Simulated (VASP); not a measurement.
# Mg (P6/mmm) in VASP: a series of runs

One crystal, Mg, is run at these levels: r2SCAN; tasks: single point.

Everything below comes from runs of VASP 6.6.1. Logs are shortened: lines on timing, memory, paths and dates and some standing lists are left out, and cuts for length are marked.

### Step 1. The structure

The structure is hexagonal, space group P6/mmm (No. 191). Conventional cell: a = 3.050 Å, b = 3.050 Å, c = 3.045 Å, α = 90.00°, β = 90.00°, γ = 120.00°. Mg (site symmetry 6/mmm) is surrounded by 8 Mg at 3.04 to 3.05 Å.

This isn't the form of Mg at room conditions, which is hcp.

### Step 2. Single point, r2SCAN

File INCAR:

```
ADDGRID = False
ALGO = Normal
EDIFF = 1E-6
ENCUT = 200
ISIF = 2
ISMEAR = 1
LASPH = True
LCHARG = False
LMIXTAU = True
LREAL = False
LWAVE = False
METAGGA = R2SCAN
NELM = 100
PREC = Accurate
SIGMA = 0.2
```

File KPOINTS:

```
k-points
0
Gamma
  11 11 9
```

File POSCAR:

```
Mg
1.0
    3.1430880000     -0.0084060000     -0.0278050000
   -1.5788240000      2.6046760000      0.0276970000
   -0.0277550000      0.0158990000      3.0020770000
Mg
1
Direct
   -0.0144770000      0.0117080000      0.0082640000
```

Potentials or basis: VASP PAW PBE potentials, release 64 (Mg).

The run is started by

```bash
cat potpaw_PBE.64/Mg/POTCAR > POTCAR
mpirun -np 1 vasp_std > vasp.out
```

OUTCAR:

```text
EDIFF = 1E-6
   ENCUT = 200
   ISIF = 2
   ISMEAR = 1
   LASPH = True
   LREAL = False
   METAGGA = R2SCAN
   NELM = 100
   PREC = Accurate

 Found    545 irreducible k-points:

 Following reciprocal coordinates:
            Coordinates               Weight
  0.000000  0.000000  0.000000      1.000000
  0.090909  0.000000 -0.000000      2.000000
  0.181818  0.000000 -0.000000      2.000000
  0.272727  0.000000  0.000000      2.000000
  0.363636  0.000000 -0.000000      2.000000
  0.454545  0.000000  0.000000      2.000000
   k-points           NKPTS =    545   k-points in BZ     NKDIM =    545   number of bands    NBANDS=      5
   number of dos      NEDOS =    301   number of ions     NIONS =      1
   total plane-waves  NPLWV =   2744
   dimension x,y,z NGX =    14 NGY =   14 NGZ =   14
   dimension x,y,z NGXF=    28 NGYF=   28 NGZF=   28
   ions per type =               1
   NGX,Y,Z   is equivalent  to a cutoff of   7.40,  7.64,  7.75 a.u.
   NGXF,Y,Z  is equivalent  to a cutoff of  14.81, 15.28, 15.50 a.u.
 SYSTEM =  unknown system
   PREC   = accura    normal or accurate (medium, high low for compatibility)
   ISTART =      0    job   : 0-new  1-cont  2-samecut
   ICHARG =      2    charge: 1-file 2-atom 10-const
   ISPIN  =      1    spin polarized calculation?
   LNONCOLLINEAR =      F non collinear calculations
   LSORBIT =      F    spin-orbit coupling
   LASPH  =      T    aspherical Exc in radial PAW
   ENCUT  =  200.0 eV  14.70 Ry    3.83 a.u.   3.62  3.51  3.46*2*pi/ulx,y,z
   NELM   =    100;   NELMIN=  2; NELMDL= -5     # of ELM steps
   EDIFF  = 0.1E-05   stopping-criterion for ELM
   LREAL  =      F    real-space projection
   EDIFFG = 0.1E-04   stopping-criterion for IOM
   NSW    =      0    number of steps for IOM
   IBRION =     -1    ionic relax: 0-MD 1-quasi-New 2-CG
   NFREE  =      0    steps in history (QN), initial steepest desc. (CG)
   ISIF   =      2    stress and relaxation
   ISYM   =      2    0-nonsym 1-usesym 2-fastsym
   POTIM  = 0.5000    time-step for ionic-motion
   TEBEG  =    0.0;   TEEND  =   0.0 temperature during run
   PSTRESS=    0.0 pullay stress
   NELECT =       2.0000    total number of electrons
   NUPDOWN=      -1.0000    fix difference up-down
   EMIN   =  10.00;   EMAX   =-10.00  energy-range for DOS
   EFERMI =   0.00;   METHOD = LEGACY
   ISMEAR =     1;   SIGMA  =   0.20  broadening in eV -4-tet -1-fermi 0-gaus
   EFERMI_NEDOS =   21; number of points for ismear=-14 and -15
   IALGO  =     38    algorithm
   IMIX   =      4    mixing-type and parameters
     AMIX     =   0.40;   BMIX     =  1.00
     AMIX_MAG =   1.60;   BMIX_MAG =  1.00
  volume/ion in A,a.u.               =      24.53       165.57
  Fermi-wavevector in a.u.,A,eV,Ry     =   0.709836  1.341396  6.855535  0.503868
  Thomas-Fermi vector in A             =   1.796524
   LORBIT       =      0    0 simple, 1 ext, 2 COOP (PROOUT), +10 PAW based schemes
   METAGGA = R2SCAN    functional components
   LHFCALC =     F    Hartree Fock is set to
   AEXX    =    0.0000 exact exchange contribution
   IVDW    =     0    specifies the selected vdW correction
   LEPSILON=     F    determine dielectric tensor
   LRPA    =     F    only Hartree local field effects (RPA)
 non-spin polarized calculation
 Methfessel and Paxton  Order N= 1 SIGMA  =   0.20
  energy-cutoff  :      200.00
  volume of cell :       24.53
 maximum number of plane-waves:       170
   NGX =  7   NGY =  7   NGZ =  7

 number of electron       2.0000000 magnetization

 Free energy of the ion-electron system (eV)
  ---------------------------------------------------
  ext. energy  EPLUGINS =         0.00000000
  ---------------------------------------------------
  free energy    TOTEN  =        -3.86012719 eV

  energy without entropy =       -3.85894132  energy(sigma->0) =       -3.85973190

 E-fermi :   2.2788     XC(G=0):  -8.8373

 val. band max:        2.2769658128   @ k =  -0.4545  -0.4545   0.3333
 cond. band min:       2.2789574727   @ k =   0.3636   0.1818   0.1111
 fundamental gap:      0.0019916599
 Fermi energy:         2.2788150703

 k-point     1 :       0.0000    0.0000    0.0000
  band No.  band energies     occupation
      1      -4.8327      2.00000
      2      11.1117      0.00000
      3      12.2599      0.00000
      4      14.9252      0.00000
      5      16.1442      0.00000

 k-point     2 :       0.0909    0.0000   -0.0000
  band No.  band energies     occupation
      1      -4.6474      2.00000
      2      10.9654      0.00000
      3      12.4146      0.00000
      4      12.8763      0.00000
      5      14.6916      0.00000

 k-point     3 :       0.1818    0.0000   -0.0000
  band No.  band energies     occupation
      1      -4.0934      2.00000
      2       9.1924      0.00000
      3      11.6964      0.00000
      4      12.8783      0.00000
      5      13.5381      0.00000

 k-point     4 :       0.2727    0.0000    0.0000
  band No.  band energies     occupation
      1      -3.1769      2.00000
      2       6.4790      0.00000
      3      11.5269      0.00000
      4      12.6690      0.00000
      5      13.6488      0.00000

 k-point     5 :       0.3636    0.0000   -0.0000
  band No.  band energies     occupation
      1      -1.9087      2.00000
      2       3.9444     -0.00000
      3      11.3499      0.00000
      4      12.0534      0.00000
      5      14.7225      0.00000

 k-point     6 :       0.4545    0.0000    0.0000
  band No.  band energies     occupation
      1      -0.3196      2.00000
      2       1.7140      2.00048
      3      11.2390      0.00000
      4      11.7104      0.00000
      5      16.0526      0.00000

 [... further k-points ...]
[... 5 lines left out ...]
  --------------------------------------------------------------------------------------
  -------------------------------------------------------------------------------------
  Total       -0.1027348      0.0465642      0.1691589      0.0165384      0.0498676     -0.0647465
  in kB       -6.7088512      3.0407651     11.0465224      1.0800031      3.2564870     -4.2281184
  external PRESSURE =       2.4594788 kB  Pullay stress =       0.0000000 kB

 VOLUME and BASIS-vectors are now :
 -----------------------------------------------------------------------------
  energy-cutoff  :      200.00
  volume of cell :       24.53
      direct lattice vectors                 reciprocal lattice vectors
     3.143088000 -0.008406000 -0.027805000     0.318692044  0.193154686  0.001923445
    -1.578824000  2.604676000  0.027697000     0.001010546  0.384559010 -0.002027282
    -0.027755000  0.015899000  3.002077000     0.002942377 -0.001758937  0.333139234

 POSITION                                       TOTAL-FORCE (eV/Angst)
 -----------------------------------------------------------------------------------
      3.07887      0.02234     -0.00227         0.000000     -0.000000     -0.000000
 -----------------------------------------------------------------------------------
    total drift:                               -0.000659      0.001311      0.006918

  FREE ENERGIE OF THE ION-ELECTRON SYSTEM (eV)
  ---------------------------------------------------
  free  energy   TOTEN  =        -3.8601271892 eV

  energy  without entropy=       -3.8589413231  energy(sigma->0) =       -3.85973190
```

OSZICAR:

```text
N       E                     dE             d eps       ncg     rms          rms(c)
DAV:   1    -0.363144327061E+01   -0.36314E+01   -0.47148E+02  5940   0.119E+02
DAV:   2    -0.392541924256E+01   -0.29398E+00   -0.27405E+00  7775   0.915E+00
DAV:   3    -0.392650478375E+01   -0.10855E-02   -0.10846E-02  6630   0.576E-01
[... 14 lines left out ...]
DAV:  18    -0.386013448246E+01   -0.12542E-04   -0.10836E-05  5855   0.173E-02    0.938E-03
DAV:  19    -0.386013582565E+01   -0.13432E-05   -0.19081E-06  6225   0.883E-03    0.590E-03
DAV:  20    -0.386013211756E+01    0.37081E-05   -0.10398E-06  5575   0.660E-03    0.293E-03
DAV:  21    -0.386012800367E+01    0.41139E-05   -0.93868E-07  3130   0.408E-03    0.138E-03
DAV:  22    -0.386012718918E+01    0.81450E-06   -0.14695E-07  2810   0.230E-03
   1 F= -.38601272E+01 E0= -.38597319E+01  d E =-.118587E-02
```

It took 19 s on 1 thread of Intel Xeon 6975P-C (Granite Rapids), shared host; peak memory 0.12 GiB.

These settings aren't checked as converged: the numbers below hold their error.

What came out:

| Quantity | Value |
| --- | --- |
| Free energy | -3.8601 eV |
| Band gap on the k mesh | none (metal or under the smearing width) |

Caveat: the cutoff is under 1.25 times the usual one of these potentials, so pressure, stress and relaxed cells hold a basis-set (Pulay) error; the PAW data sets were made with another functional, which shifts forces and pressure a little.

### Step 3. Single point, r2SCAN

This run uses another cell than the first one, of the same volume but with other edges.

Edit INCAR of step 2 so:

```diff
@@ -3,3 +3,3 @@
 EDIFF = 1E-6
-ENCUT = 200
+ENCUT = 500
 ISIF = 2
```

File KPOINTS:

```
k-points
0
Gamma
  7 7 6
```

File POSCAR:

```
Mg
1.0
    3.0502998005      0.0000000000      0.0000000000
   -1.5251499003      2.6416371164      0.0000000000
    0.0000000000      0.0000000000      3.0448375700
Mg
1
Direct
    0.0000000000      0.0000000000      0.0000000000
```

Potentials or basis: VASP PAW PBE potentials, release 64 (Mg).

The run is started by

```bash
cat potpaw_PBE.64/Mg/POTCAR > POTCAR
mpirun -np 1 vasp_std > vasp.out
```

It took 8.6 s on 1 thread of Intel Xeon 6975P-C (Granite Rapids), shared host; peak memory 0.13 GiB.

These settings aren't checked as converged: the numbers below hold their error.

Results:

| Item | Value |
| --- | --- |
| Free energy | -3.8684 eV |
| Pressure | 0.9 GPa |
| Band gap on the k mesh | none (metal or under the smearing width) |

Caveat: the PAW data sets were made with another functional, which shifts forces and pressure a little.

### Step 4. The reference run

An earlier run on the cell as given: functional PBE; potentials or basis VASP PAW PBE potentials, release 64 (Mg); cutoff 520 eV; k mesh 10 × 10 × 9; occupations fermi-dirac, width 0.05 eV; no spin polarisation.

* Pressure: 1.1 GPa
* Band gap on the k mesh: none (metal or under the smearing width)
